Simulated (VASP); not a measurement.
# SnS2 (P-3m1) in VASP: relaxation of cell and atoms with LDA

Aim: the relaxation of cell and atoms of SnS2 with LDA.

All numbers are computed with VASP 6.6.1; they aren't measurements. Logs are shortened: lines on timing, memory, paths and dates and some standing lists are left out, and cuts for length are marked.

## Step 1: Starting point

The structure is trigonal, space group P-3m1 (No. 164). Conventional cell: a = 3.674 Å, b = 3.674 Å, c = 6.229 Å, α = 90.00°, β = 90.00°, γ = 120.00°. Around Sn (site symmetry -3m) lie 6 S at 2.58 Å. Around S (site symmetry 3m) lie 3 Sn at 2.58 Å.

The cell is a database's computed one.

## Step 2: Relaxation of cell and atoms, LDA

Input file INCAR:

```
SYSTEM = SnS2
PREC     = Accurate       ! precision mode
ENCUT    = 300            ! plane-wave cutoff, eV
EDIFF    = 1E-6           ! SCF threshold, eV
ISMEAR   = 0              ! smearing method
SIGMA    = 0.02           ! smearing width, eV
LREAL    = .FALSE.        ! projectors in reciprocal space
LASPH    = .TRUE.         ! aspherical terms in the spheres
NELM     = 80             ! most SCF steps
ALGO     = Fast           ! electronic algorithm
ISIF     = 3              ! what is computed and relaxed
LWAVE    = .FALSE.        ! write WAVECAR
LCHARG   = .FALSE.        ! write CHGCAR
GGA      = CA             ! functional
IBRION   = 2              ! ionic algorithm
NSW      = 60             ! ionic steps
EDIFFG   = -0.01          ! ionic threshold
```

Input file KPOINTS:

```
regular mesh
0
G
  5 5 3
  0 0 0
```

Input file POSCAR:

```
SnS2
1.0
    3.6743056000      0.0000000000      0.0000000000
   -1.8371528000      3.1820419900      0.0000000000
    0.0000000000      0.0000000000      6.2288318400
Sn S
1 2
Direct
    0.0000000000      0.0000000000      0.0000000000
    0.3333333300      0.6666666700      0.2346534700
    0.6666666700      0.3333333300      0.7653465300
```

Potentials or basis: VASP PAW LDA potentials, release 64 (Sn_d, S).

Started as:

```
cat potpaw_LDA.64/Sn_d/POTCAR potpaw_LDA.64/S/POTCAR > POTCAR
mpirun -np 1 vasp_std > vasp.out
```

OUTCAR:

```text
SYSTEM = SnS2
   PREC = Accurate
   ENCUT = 300
   EDIFF = 1E-6
   ISMEAR = 0
   LREAL = .FALSE.
   LASPH = .TRUE.
   NELM = 80
   ISIF = 3
   GGA = CA
   IBRION = 2
   NSW = 60
   EDIFFG = -0.01

 ion  position               nearest neighbor table
   1  0.000  0.000  0.000-   2 2.58   3 2.58   2 2.58   3 2.58   3 2.58   2 2.58
   2  0.333  0.667  0.235-   1 2.58   1 2.58   1 2.58
   3  0.667  0.333  0.765-   1 2.58   1 2.58   1 2.58

  LATTYP: Found a hexagonal cell.
 ALAT       =     3.6743056000
 C/A-ratio  =     1.6952405483

  Lattice vectors:

 A1 = (   3.6743056000,   0.0000000000,   0.0000000000)
 A2 = (  -1.8371528000,   3.1820419900,   0.0000000000)
 A3 = (   0.0000000000,   0.0000000000,   6.2288318400)

Analysis of symmetry for initial positions (statically):
=====================================================================
 Subroutine PRICEL returns:
 Original cell was already a primitive cell.

 Routine SETGRP: Setting up the symmetry group for a
 hexagonal supercell.

 Subroutine GETGRP returns: Found 12 space group operations
 (whereof 12 operations were pure point group operations)
 out of a pool of 24 trial point group operations.

The static configuration has the point symmetry D_3d.

Analysis of symmetry for dynamics (positions and initial velocities):
=====================================================================
 Subroutine PRICEL returns:
 Original cell was already a primitive cell.

 Routine SETGRP: Setting up the symmetry group for a
 hexagonal supercell.

 Subroutine GETGRP returns: Found 12 space group operations
 (whereof 12 operations were pure point group operations)
 out of a pool of 24 trial point group operations.

The dynamic configuration has the point symmetry D_3d.

 Subroutine INISYM returns: Found 12 space group operations
 (whereof 12 operations are pure point group operations),
 and found     1 'primitive' translations

----------------------------------------------------------------------------------------

                                     Primitive cell

  volume of cell :      72.8262

  direct lattice vectors                    reciprocal lattice vectors
     3.674305600  0.000000000  0.000000000     0.272160269  0.157131805  0.000000000
    -1.837152800  3.182041990  0.000000000     0.000000000  0.314263609  0.000000000
     0.000000000  0.000000000  6.228831840     0.000000000  0.000000000  0.160543747

  length of vectors
     3.674305600  3.674305599  6.228831840     0.314263609  0.314263609  0.160543747

  position of ions in fractional coordinates (direct lattice)
     0.000000000  0.000000000  0.000000000
     0.333333330  0.666666670  0.234653470
     0.666666670  0.333333330  0.765346530

  ion indices of the primitive-cell ions
   primitive index   ion index
                 1           1
                 2           2
                 3           3

----------------------------------------------------------------------------------------

 KPOINTS: regular mesh

Automatic generation of k-mesh.
 Grid dimensions read from file:
 generate k-points for:    5    5    3

 Generating k-lattice:

  Cartesian coordinates                     Fractional coordinates (reciprocal lattice)
     0.054432054  0.031426361  0.000000000     0.200000000  0.000000000  0.000000000
     0.000000000  0.062852722  0.000000000     0.000000000  0.200000000  0.000000000
     0.000000000  0.000000000  0.053514582     0.000000000  0.000000000  0.333333333

  Length of vectors
     0.062852722  0.062852722  0.053514582

  Shift w.r.t. Gamma in fractional coordinates (k-lattice)
     0.000000000  0.000000000  0.000000000

 Subroutine IBZKPT returns following result:
 ===========================================

 Found     12 irreducible k-points:

 Following reciprocal coordinates:
            Coordinates               Weight
  0.000000  0.000000  0.000000      1.000000
  0.200000  0.000000  0.000000      6.000000
  0.400000 -0.000000  0.000000      6.000000
  0.200000  0.200000  0.000000      6.000000
  0.400000  0.200000  0.000000      6.000000
  0.000000  0.000000  0.333333      2.000000
  0.200000  0.000000  0.333333      6.000000
  0.000000  0.200000  0.333333      6.000000
  0.400000 -0.000000  0.333333      6.000000
  0.000000  0.400000  0.333333      6.000000
  0.200000  0.200000  0.333333     12.000000
  0.400000  0.200000  0.333333     12.000000
   k-points           NKPTS =     12   k-points in BZ     NKDIM =     12   number of bands    NBANDS=     17
   number of dos      NEDOS =    301   number of ions     NIONS =      3
   total plane-waves  NPLWV =  20736
   dimension x,y,z NGX =    24 NGY =   24 NGZ =   36
   dimension x,y,z NGXF=    48 NGYF=   48 NGZF=   72
   ions per type =               1   2
   NGX,Y,Z   is equivalent  to a cutoff of  10.86, 10.86,  9.61 a.u.
   NGXF,Y,Z  is equivalent  to a cutoff of  21.72, 21.72, 19.22 a.u.
 SYSTEM =  SnS2
   PREC   = accura    normal or accurate (medium, high low for compatibility)
   ISTART =      0    job   : 0-new  1-cont  2-samecut
   ICHARG =      2    charge: 1-file 2-atom 10-const
   ISPIN  =      1    spin polarized calculation?
   LNONCOLLINEAR =      F non collinear calculations
   LSORBIT =      F    spin-orbit coupling
   LASPH  =      T    aspherical Exc in radial PAW
   ENCUT  =  300.0 eV  22.05 Ry    4.70 a.u.   5.19  5.19  8.80*2*pi/ulx,y,z
   NELM   =     80;   NELMIN=  2; NELMDL= -5     # of ELM steps
   EDIFF  = 0.1E-05   stopping-criterion for ELM
   LREAL  =      F    real-space projection
   EDIFFG = -.1E-01   stopping-criterion for IOM
   NSW    =     60    number of steps for IOM
   IBRION =      2    ionic relax: 0-MD 1-quasi-New 2-CG
   NFREE  =      1    steps in history (QN), initial steepest desc. (CG)
   ISIF   =      3    stress and relaxation
   ISYM   =      2    0-nonsym 1-usesym 2-fastsym
   POTIM  = 0.5000    time-step for ionic-motion
   TEBEG  =    0.0;   TEEND  =   0.0 temperature during run
   PSTRESS=    0.0 pullay stress
   NELECT =      26.0000    total number of electrons
   NUPDOWN=      -1.0000    fix difference up-down
   EMIN   =  10.00;   EMAX   =-10.00  energy-range for DOS
   EFERMI =   0.00;   METHOD = LEGACY
   ISMEAR =     0;   SIGMA  =   0.02  broadening in eV -4-tet -1-fermi 0-gaus
   EFERMI_NEDOS =   21; number of points for ismear=-14 and -15
   IALGO  =     68    algorithm
   IMIX   =      4    mixing-type and parameters
     AMIX     =   0.40;   BMIX     =  1.00
     AMIX_MAG =   1.60;   BMIX_MAG =  1.00
  volume/ion in A,a.u.               =      24.28       163.82
  Fermi-wavevector in a.u.,A,eV,Ry     =   1.161368  2.194668 18.351220  1.348777
  Thomas-Fermi vector in A             =   2.297941
   LORBIT       =      0    0 simple, 1 ext, 2 COOP (PROOUT), +10 PAW based schemes
   GGA     = CA    functional components
   LHFCALC =     F    Hartree Fock is set to
   AEXX    =    0.0000 exact exchange contribution
   IVDW    =     0    specifies the selected vdW correction
   LEPSILON=     F    determine dielectric tensor
   LRPA    =     F    only Hartree local field effects (RPA)
 conjugate gradient relaxation of ions
 non-spin polarized calculation
 RMM-DIIS sequential band-by-band and
 Gauss-broadening in eV      SIGMA  =   0.02
  energy-cutoff  :      300.00
  volume of cell :       72.83
 maximum number of plane-waves:       881
 NGX is ok and might be reduce to    24
   NGX = 11   NGY = 11   NGZ = 17

--------------------------------------- Ionic step        1  -------------------------------------------

 number of electron      25.9999988 magnetization

 Free energy of the ion-electron system (eV)
  ---------------------------------------------------
  ext. energy  EPLUGINS =         0.00000000
  ---------------------------------------------------
  free energy    TOTEN  =       -14.99655533 eV

  energy without entropy =      -14.99655533  energy(sigma->0) =      -14.99655533

------------------------ aborting loop because EDIFF is reached ----------------------------------------

  FORCE on cell =-STRESS in cart. coord.  units (eV):
  Direction    XX          YY          ZZ          XY          YZ          ZX
  --------------------------------------------------------------------------------------
  -------------------------------------------------------------------------------------
  Total       -1.2313221     -1.2313221     -0.9775184     -0.0000000      0.0000000      0.0000000
  in kB      -27.0890938    -27.0890937    -21.5054106     -0.0000000      0.0000000      0.0000000
  external PRESSURE =     -25.2278660 kB  Pullay stress =       0.0000000 kB
[... 92 lines left out ...]
  FREE ENERGIE OF THE ION-ELECTRON SYSTEM (eV)
  ---------------------------------------------------
  free  energy   TOTEN  =       -15.0146715230 eV

  energy  without entropy=      -15.0146715230  energy(sigma->0) =      -15.01467152

 E-fermi :   4.6210     XC(G=0):  -9.9640

 val. band max:        4.4741009913   @ k =   0.2000   0.0000   0.0000
 cond. band min:       5.9393697973   @ k =   0.0000   0.4000   0.3333
 fundamental gap:      1.4652688060
 Fermi energy:         4.6210209039

 k-point     1 :       0.0000    0.0000    0.0000
  band No.  band energies     occupation
      1     -16.3198      2.00000
      2     -16.3198      2.00000
      3     -16.2650      2.00000
      4     -16.2348      2.00000
      5     -16.2348      2.00000
      6      -9.4029      2.00000
[... 9 lines left out ...]
     16       9.9456      0.00000
     17       9.9456      0.00000
[... 203 lines left out ...]
      1     -16.3804      2.00000
      2     -16.3087      2.00000
      3     -16.2613      2.00000
      4     -16.2140      2.00000
      5     -16.2006      2.00000
      6      -7.0259      2.00000
[... 9 lines left out ...]
     16      10.3310      0.00000
     17      11.2577      0.00000

[... ionic steps 4 to 21 ...]

--------------------------------------- Ionic step       22  -------------------------------------------

 number of electron      25.9999988 magnetization

------------------------ aborting loop because EDIFF is reached ----------------------------------------

  FORCE on cell =-STRESS in cart. coord.  units (eV):
  Direction    XX          YY          ZZ          XY          YZ          ZX
  --------------------------------------------------------------------------------------
  -------------------------------------------------------------------------------------
  Total       -0.0485897     -0.0485897     -0.0587615      0.0000000     -0.0000000      0.0000000
  in kB       -1.1949619     -1.1949619     -1.4451155      0.0000000     -0.0000000      0.0000000
  external PRESSURE =      -1.2783464 kB  Pullay stress =       0.0000000 kB
[... 59 lines left out ...]
  energy  without entropy=      -15.0541109471  energy(sigma->0) =      -15.05411095

--------------------------------------- Ionic step       24  -------------------------------------------

 number of electron      25.9999988 magnetization

 Free energy of the ion-electron system (eV)
  ---------------------------------------------------
  ext. energy  EPLUGINS =         0.00000000
  ---------------------------------------------------
  free energy    TOTEN  =       -15.05411643 eV

  energy without entropy =      -15.05411643  energy(sigma->0) =      -15.05411643

 E-fermi :   5.3571     XC(G=0): -10.2097

 val. band max:        5.2244608440   @ k =   0.0000   0.0000   0.0000
 cond. band min:       6.3295293474   @ k =   0.0000   0.4000   0.3333
 fundamental gap:      1.1050685033
 Fermi energy:         5.3571474046

 k-point     1 :       0.0000    0.0000    0.0000
  band No.  band energies     occupation
      1     -15.8415      2.00000
      2     -15.8415      2.00000
      3     -15.7921      2.00000
      4     -15.7625      2.00000
      5     -15.7625      2.00000
      6      -8.9245      2.00000
[... 9 lines left out ...]
     16      10.3886      0.00000
     17      10.3886      0.00000
[... 248 lines left out ...]
  FREE ENERGIE OF THE ION-ELECTRON SYSTEM (eV)
  ---------------------------------------------------
  free  energy   TOTEN  =       -15.0541164336 eV

  energy  without entropy=      -15.0541164336  energy(sigma->0) =      -15.05411643

 reached required accuracy - stopping structural energy minimisation
```

Run time: 60 s. Hardware: 1 thread of Intel Xeon Platinum 8488C (Sapphire Rapids), shared host; peak memory 0.14 GiB.

Results:

```yaml
Free_energy: -15.0541 eV
Relaxed_volume: 21.70 Å³/atom
Relaxed_cell: a = 3.632 Å, b = 3.632 Å, c = 5.699 Å, α = 90.00°, β = 90.00°, γ = 120.00°
Space_group_after_relaxing_to_0.05_Å: P-3m1 (No. 164)
Energy_gained_by_relaxing: 19.2 meV/atom
Ionic_steps: 24
Pressure_after_relaxing: 0.0 GPa
Largest_force_after_relaxing: 0.003 eV/Å
Band_gap_on_the_k_mesh: 1.11 eV, indirect (least direct gap 1.63 eV)
```

Forces on the atoms (eV/Å):
```
Sn   0.000  0.000  0.000
S    0.000  0.000 -0.003
S    0.000  0.000  0.003
```

The path:
```tsv
step	energy change (eV)	largest force (eV/Å)	pressure (GPa)	volume (Å³)
1	0.0000	0.0752	-2.52	72.83
2	-0.0056	0.5258	2.17	68.87
3	-0.0181	0.2395	-0.09	70.63
4	-0.0226	0.1781	-0.06	70.23
5	-0.0268	0.0734	-0.10	69.57
6	-0.0227	0.1438	-0.13	68.27
7	-0.0273	0.0176	-0.18	69.24
8	-0.0307	0.0280	-0.07	68.86
9	-0.0397	0.0536	0.24	67.72
10	-0.0511	0.1037	1.00	65.45
11	-0.0518	0.1276	1.48	64.34
12	-0.0547	0.0576	1.01	64.31
13	-0.0562	0.0320	0.41	64.28
14	-0.0562	0.0359	0.38	64.27
15	-0.0566	0.0337	0.30	64.40
16	-0.0574	0.0223	0.04	64.79
17	-0.0575	0.0173	0.00	64.96
18	-0.0575	0.0085	-0.22	65.31
19	-0.0575	0.0154	-0.04	65.07
20	-0.0575	0.0143	-0.04	65.13
21	-0.0575	0.0110	-0.14	65.22
22	-0.0575	0.0113	-0.13	65.15
23	-0.0576	0.0051	0.07	65.06
24	-0.0576	0.0031	-0.02	65.09
```

Final structure:
```
Sn S
1.0
     3.63169    0.00000    0.00000
    -1.81584    3.14513    0.00000
     0.00000    0.00000    5.69890
Sn S
1 2
Direct
  0.00000 0.00000 0.00000
  0.33333 0.66667 0.25686
  0.66667 0.33333 0.74314
```

Caveat: the cutoff is under 1.25 times the usual one of these potentials, so pressure, stress and relaxed cells hold a basis-set (Pulay) error; spin-orbit coupling is left out, which moves the levels of the heavy elements; an odd mesh through Γ misses points on the zone boundary, where band edges often lie.
